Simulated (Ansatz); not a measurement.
# Si2Mo (I4/mmm) in Ansatz: reference runs

How does Si2Mo come out in PBEsol? The cell is run as given and disturbed.

All numbers are computed with Ansatz 0.2.0; they aren't measurements. Logs are shortened: lines on timing, memory, paths and dates and some standing lists are left out, and cuts for length are marked.

**1. Starting point**

Symmetry: I4/mmm, No. 139, tetragonal system. Conventional cell: a = 3.200 Å, b = 3.200 Å, c = 7.861 Å, α = 90.00°, β = 90.00°, γ = 90.00°. Mo (site symmetry 4/mmm) has 10 Si at 2.62 Å as nearest neighbours. Around Si (site symmetry 4mm) lie 5 Si at 2.61 to 2.63 Å and 5 Mo at 2.62 Å.

**2. Single point, PBEsol**

input.yaml reads:

```yaml
crystal:
  lattice:
    - [-1.6, 1.6, 3.9305]
    - [1.6, -1.6, 3.9305]
    - [1.6, 1.6, -3.9305]
  atoms:
    - { symbol: Mo, position: [0.0, 0.0, 0.0] }
    - { symbol: Si, position: [0.667, 0.667, 0.0] }
    - { symbol: Si, position: [0.333, 0.333, 0.0] }
kpoints:
  mp_grid: { grid: [12, 12, 12] }
scf:
  occupations: { method: fermi_dirac, width: 0.05 }
hamiltonian:
  xc: pbesol
  pseudopotentials: { kind: all_electron, lapw: { basis_error: 0.001 } }
output:
  forces: true
  stress: true
  eigenvalues: true
  populations: true
```

Potentials or basis: all-electron LAPW, scalar-relativistic.

Run with:

```console
$ ansatz run input.yaml --threads 2 --pin off --max-ram 8192MiB --backend cpu --events-out ev --progress --plain --runs-dir out
```

What it wrote:

```text
Warning: RAYON_NUM_THREADS=2 ignored (pool sized by the plan → 2); use --threads N
Mo: projections on atomic orbitals take those of the free atom 1s2 2s2 2p6 3s2 3p6 3d10 4s2 4p6 4d5 5s1, of charge +0.00 (hamiltonian.pseudopotentials.projection_atoms)
Si: projections on atomic orbitals take those of the free atom 1s2 2s2 2p6 3s2 3p2, of charge +0.00 (hamiltonian.pseudopotentials.projection_atoms)
LAPW: plane waves up to 7.649 Å⁻¹, error target 1.0e-3 eV per atom; small_component_spin mean_spin; Si in spheres of 1.170 Å, 12 of its electrons in bands, Dirac shells []; Mo in spheres of 1.446 Å, 24 of its electrons in bands, Dirac shells [] (how accurate: hamiltonian.pseudopotentials.lapw.basis_error, Limitations)
Engine: ansatz 0.2.0, x86_64-unknown-linux-gnu
Pseudopotentials: kind: all_electron
Pseudopotential: Mo, LAPW, valence charge 24, lapw/all_electron/scalar/gaussian/Mo, Koelling and Harmon's equation, gaussian nucleus
Pseudopotential: Si, LAPW, valence charge 12, lapw/all_electron/scalar/gaussian/Si, Koelling and Harmon's equation, gaussian nucleus
Functional definition: PBEsol
  exchange = pbesol_x
  correlation = pbesol_c
Crystal: 3 atoms, lattice volume = 40.248 Å³
Basis set: ecut = 222.92884974272576 eV, 309 PW (Γ), FFT grids on a1+a3, a2+a3, a3, exchange–correlation at level 2
Bands: 29, of which v1, the nominal top of the filled ones, is band 24 counted from 1 (23 counted from 0)
Symmetry: 16 space group operations
Space group: I4/mmm (ITA 139), of the structure as read, at distance tolerance 3.4e-5 Å
k-points: 163 of 1728
Non-local potential: Mo, projectors of the file, none
Non-local potential: Si, projectors of the file, none
Initial density: superposition of atomic densities (chi_scale 0.1, normalization cell, long waves kept (reshape's long-wave potential 0.00 eV rms))
Initial wavefunctions: plane waves of lowest kinetic energy (no species holds an atomic orbital)
Functional: x = pbesol(κ = 0.804, μ = 0.12345679012345678), c = pbesol(β = 0.046)
iter 1 solved again at ethr=1.74e-3 eV; its pass at ethr=1.00e-1 eV (dr2=8.35e-1 eV) is discarded
SCF iter   1: F=—  HF=-125877.918678 eV  |F-HF|=—  |Δ(HF+E_count)|=         —  Δρ=4.24e-2  dr2=8.38e-1  ethr=1.74e-3  ⟨swp⟩=2.0  Hψ=31391  notcnv=0
preconditioner: auto → Kerker (q_TF=auto, 2.810 Å⁻¹)  [metal: Δε(μ)=0.071 eV  Ē_g=8.546 eV  σ=0.050 eV  W_gap=0.31  n_scr=14 (ndim 8)  ℏωp=21.9 eV  f_vac=0.000  D(μ)=0.32/eV (n_scr^D=0)]
SCF iter   2: F=—  HF=-125877.330637 eV  |F-HF|=—  |Δ(HF+E_count)|=   5.88e-1  Δρ=2.90e-2  dr2=6.68e-1  ethr=1.74e-3  ⟨swp⟩=3.0  Hψ=14975  notcnv=0
iter 3 solved again at ethr=1.38e-4 eV; its pass at ethr=1.39e-3 eV (dr2=6.64e-2 eV) is discarded
SCF iter   3: F=—  HF=-125877.066512 eV  |F-HF|=—  |Δ(HF+E_count)|=   2.64e-1  Δρ=1.40e-2  dr2=6.62e-2  ethr=1.38e-4  ⟨swp⟩=2.0  Hψ=22964  notcnv=0
SCF iter   4: F=—  HF=-125877.040302 eV  |F-HF|=—  |Δ(HF+E_count)|=         —  Δρ=3.89e-3  dr2=1.11e-2  ethr=1.38e-4  ⟨swp⟩=2.0  Hψ=13568  notcnv=0
the basis was enlarged: its passes take 365.9 KiB over the memory plan, 2 of 2 planned eigensolver slots
SCF iter   5: F=—  HF=-125877.039369 eV  |F-HF|=—  |Δ(HF+E_count)|=   9.33e-4  Δρ=2.04e-3  dr2=2.76e-3  ethr=2.30e-5  ⟨swp⟩=2.2  Hψ=13485  notcnv=0
SCF iter   6: F=—  HF=-125877.037881 eV  |F-HF|=—  |Δ(HF+E_count)|=   1.49e-3  Δρ=1.04e-3  dr2=7.50e-4  ethr=5.76e-6  ⟨swp⟩=2.0  Hψ=13363  notcnv=0
SCF iter   7: F=—  HF=-125877.037377 eV  |F-HF|=—  |Δ(HF+E_count)|=   5.04e-4  Δρ=2.55e-4  dr2=4.61e-5  ethr=1.56e-6  ⟨swp⟩=2.0  Hψ=13362  notcnv=0
SCF iter   8: F=—  HF=-125877.037350 eV  |F-HF|=—  |Δ(HF+E_count)|=   2.63e-5  Δρ=3.90e-5  dr2=1.07e-6  ethr=9.60e-8  ⟨swp⟩=2.0  Hψ=13362  notcnv=0
SCF iter   9: F=—  HF=-125877.037350 eV  |F-HF|=—  |Δ(HF+E_count)|=   6.73e-8  Δρ=1.79e-5  dr2=3.03e-7  ethr=2.22e-9  ⟨swp⟩=2.0  Hψ=13362  notcnv=0
SCF iter  10: F=-125877.037350 eV  HF=-125877.037350 eV  |F-HF|=2.31e-8  |Δ(HF+E_count)|=   8.06e-8  Δρ=3.78e-6  dr2=1.23e-8  ethr=6.31e-10  ⟨swp⟩=2.0  Hψ=13362  notcnv=0
SCF 1 converged in 10 iterations: F = -125877.037350 eV  dr2 = 1.23e-8
SCF converged after 10 iterations
Free energy (F): -125877.037350 eV
Harris-Foulkes:  -125877.037350 eV  (|F-HF|=2.31e-8)
Internal energy: -125877.035124 eV  (E = F + TS)
E sigma→0 (E₀):  -125877.036237 eV
Entropy (-TS):   -0.002227 eV (-0.742 meV/atom)
Fermi energy:    18.036412 eV
--- Per-component energies (eV) ---
  E_band       = -3325.282386
  E_kinetic    = 129903.304683
  E_xc         = -4423.222558
  E_electrostatic = -251357.117249  (all electrons and nuclei)
  E_smearing   = -0.002227  (= −TS)
  E_closure    = 0.000000  (closes the sum)
  E_atoms      = -125851.974525  (free atoms, spherical and without spin; not in F)
  Σ components = -125877.037350   (vs F -125877.037350, Δ=0.00e0)
  Basis errors (estimates in eV, not in F): energy 3.2e-4 per atom: plane waves 2.8e-4 (1.5e-4 summed), levels above the bands 2.1e-46, relativity 1.0e-8, radial functions 4.2e-5, core shells 9.1e-7; eigenvalues (radial functions only) 1.8e-6; not estimated: angular momenta, meshes, grids; target (lapw.basis_error) 1.0e-3; muffin-tin radii Si 1.170 Å, Mo 1.446 Å
--- Forces (eV/Å), atoms counted from 1 ---
  atom   1  Mo     0.00000000    -0.00000000     0.00000000
  atom   2  Si     0.00000000     0.00000000    -0.32623042
  atom   3  Si    -0.00000000    -0.00000000     0.32623042
  max |Σ_I F_I| component: 1.67e-16 eV/Å
--- Stress (GPa, compression-positive) ---
       -2.275497       0.000000       0.000000
        0.000000      -2.275497      -0.000000
        0.000000      -0.000000      -3.534948
  P = ⅓ Tr σ = -2.6953 GPa (-26.953 kbar)
--- Band table (eV; the first three rows and the last of 163) ---
  k-point 0: bands = ["-199.3153", "-199.2964", "-199.2841", "-199.2770", "-199.2770", "-115.9954", "-115.9934", "-72.2857", "-72.2857", "-72.2807", "-72.2807", "-72.2713", "-72.2644", "-42.6112", "-16.8009", "-16.6970", "-16.6970", "4.5763", "11.6792", "14.5713", "14.9760", "15.3734", "15.3734", "18.4478", "21.1081", "21.1180", "21.6658", "21.6658", "22.0867"]
  k-point 1: bands = ["-199.3153", "-199.2964", "-199.2841", "-199.2770", "-199.2770", "-115.9953", "-115.9935", "-72.2858", "-72.2854", "-72.2812", "-72.2807", "-72.2711", "-72.2645", "-42.6088", "-16.7975", "-16.7141", "-16.7116", "4.7908", "11.8703", "13.9256", "14.8449", "15.0405", "16.0692", "17.6897", "20.5541", "21.4206", "21.4810", "21.7549", "22.4841"]
  k-point 2: bands = ["-199.3153", "-199.2964", "-199.2841", "-199.2770", "-199.2770", "-115.9952", "-115.9936", "-72.2859", "-72.2844", "-72.2825", "-72.2806", "-72.2707", "-72.2647", "-42.6020", "-16.7882", "-16.7590", "-16.7516", "5.4132", "12.3368", "13.2287", "13.7838", "15.2462", "16.2333", "16.6020", "20.2682", "21.4191", "21.7101", "21.8828", "22.6808"]
  k-point 162: bands = ["-199.3153", "-199.2964", "-199.2841", "-199.2770", "-199.2770", "-115.9950", "-115.9938", "-72.2860", "-72.2860", "-72.2804", "-72.2804", "-72.2682", "-72.2675", "-42.6106", "-16.8255", "-16.6986", "-16.6986", "6.4048", "8.0282", "14.4957", "15.7263", "17.4414", "17.4414", "17.5116", "17.5116", "18.5825", "22.6454", "23.1796", "23.9107"]
--- Löwdin populations: 3 sites ---
  site symbol       q [e]
     0     Mo     42.0842
     1     Si     13.8588
     2     Si     13.8588
  spilling = 0.002832 (of n_electrons = 70.000000)
```

It took 28 s on 2 threads of AMD EPYC 7R43 (Zen 3), shared host; peak memory 0.65 GiB.

What came out:

```
Free energy            : -125877.0374 eV
Pressure               : -2.7 GPa
Largest force          : 0.326 eV/Å
Band gap on the k mesh : none (metal or under the smearing width)
```

Forces on the atoms (eV/Å):
```
Mo   0.000  0.000  0.000
Si   0.000  0.000 -0.326
Si   0.000  0.000  0.326
```

Stress tensor (GPa, compression positive):
```
-2.28  0.00  0.00
 0.00 -2.28  0.00
 0.00  0.00 -3.53
```

**3. Single point, PBEsol (atoms moved at random, drawn with an rms of 0.05 Å)**

input.yaml: that of step 2 with these lines changed.

```diff
@@ -6,5 +6,5 @@
   atoms:
-    - { symbol: Mo, position: [0.0, 0.0, 0.0] }
-    - { symbol: Si, position: [0.667, 0.667, 0.0] }
-    - { symbol: Si, position: [0.333, 0.333, 0.0] }
+    - { symbol: Mo, position: [0.017662, 0.001863, 0.006641] }
+    - { symbol: Si, position: [0.677839, 0.694316, 0.025004] }
+    - { symbol: Si, position: [0.331999, 0.345811, 0.011501] }
 kpoints:
```

Potentials or basis: all-electron LAPW, scalar-relativistic.

Run with:

```console
$ ansatz run input.yaml --threads 2 --pin off --max-ram 8192MiB --backend cpu --events-out ev --progress --plain --runs-dir out
```

What it wrote:

```text
Warning: RAYON_NUM_THREADS=2 ignored (pool sized by the plan → 2); use --threads N
Mo: projections on atomic orbitals take those of the free atom 1s2 2s2 2p6 3s2 3p6 3d10 4s2 4p6 4d5 5s1, of charge +0.00 (hamiltonian.pseudopotentials.projection_atoms)
Si: projections on atomic orbitals take those of the free atom 1s2 2s2 2p6 3s2 3p2, of charge +0.00 (hamiltonian.pseudopotentials.projection_atoms)
LAPW: plane waves up to 7.872 Å⁻¹, error target 1.0e-3 eV per atom; small_component_spin mean_spin; Si in spheres of 1.148 Å, 12 of its electrons in bands, Dirac shells []; Mo in spheres of 1.406 Å, 30 of its electrons in bands, Dirac shells [] (how accurate: hamiltonian.pseudopotentials.lapw.basis_error, Limitations)
[... 2 set-up lines as earlier in the session ...]
[... 60 lines left out ...]
  k-point 1: bands = ["-357.1376", "-357.1369", "-357.1276", "-199.3149", "-199.3012", "-199.2848", "-199.2819", "-199.2817", "-116.0123", "-115.9760", "-72.3053", "-72.3033", "-72.2803", "-72.2670", "-72.2632", "-72.2468", "-42.6090", "-16.8187", "-16.7020", "-16.6991", "4.7437", "11.9727", "13.9090", "14.7683", "15.1021", "15.9979", "17.7866", "20.4587", "21.3389", "21.5138", "21.8966", "22.6058", "23.4696"]
  k-point 2: bands = ["-357.1376", "-357.1369", "-357.1276", "-199.3149", "-199.3012", "-199.2848", "-199.2819", "-199.2817", "-116.0122", "-115.9760", "-72.3054", "-72.3033", "-72.2804", "-72.2671", "-72.2633", "-72.2468", "-42.6023", "-16.8101", "-16.7455", "-16.7394", "5.3639", "12.4372", "13.2034", "13.7044", "15.3122", "16.3667", "16.4930", "20.2491", "21.4635", "21.6169", "21.9485", "22.7912", "25.1012"]
  k-point 867: bands = ["-357.1376", "-357.1369", "-357.1276", "-199.3149", "-199.3012", "-199.2848", "-199.2819", "-199.2817", "-116.0123", "-115.9761", "-72.3053", "-72.3033", "-72.2799", "-72.2671", "-72.2632", "-72.2470", "-42.6108", "-16.8470", "-16.6881", "-16.6851", "6.2769", "8.2073", "14.5254", "15.5736", "17.3482", "17.3967", "17.4980", "17.5195", "18.6675", "22.5900", "23.2537", "23.7189", "26.7367"]
--- Löwdin populations: 3 sites ---
  site symbol       q [e]
     0     Mo     42.0799
     1     Si     13.8617
     2     Si     13.8585
  spilling = 0.002856 (of n_electrons = 70.000000)
```

populations.tsv:

```text
# site	symbol	l	j	q
# orbitals = lowdin
# n_electrons = 70.000000
# spilling = 0.002856
# projection_atom_Mo: 1s2 2s2 2p6 3s2 3p6 3d10 4s2 4p6 4d5 5s1
# projection_atom_Si: 1s2 2s2 2p6 3s2 3p2
0	Mo	0_1S	-	1.999995
0	Mo	0_2S	-	1.999770
0	Mo	0_3S	-	1.995967
0	Mo	0_4S	-	1.930633
0	Mo	0_5S	-	0.463132
0	Mo	1_2P	-	5.999999
0	Mo	1_3P	-	5.999908
0	Mo	1_4P	-	5.986525
0	Mo	2_3D	-	9.999963
0	Mo	2_4D	-	5.703969
1	Si	0_1S	-	1.999816
1	Si	0_2S	-	1.985916
1	Si	0_3S	-	1.158774
1	Si	1_2P	-	5.996597
1	Si	1_3P	-	2.720603
2	Si	0_1S	-	1.999819
2	Si	0_2S	-	1.986113
2	Si	0_3S	-	1.164338
2	Si	1_2P	-	5.996636
2	Si	1_3P	-	2.711641
```

Wall time 3.9 min (2 threads of AMD EPYC 7R43 (Zen 3), shared host); peak memory 2.1 GiB.

What came out:

- Free energy: -125876.9779 eV
- Pressure: -2.4 GPa
- Largest force: 0.954 eV/Å
- Band gap on the k mesh: none (metal or under the smearing width)

Forces in eV/Å, atoms in the order of the input:
```
Mo   0.603 -0.268 -0.339
Si  -0.478  0.043 -0.580
Si  -0.124  0.225  0.919
```

Stress tensor (GPa, compression positive):
```
-2.07 -0.30 -0.23
-0.30 -1.89  0.07
-0.23  0.07 -3.35
```
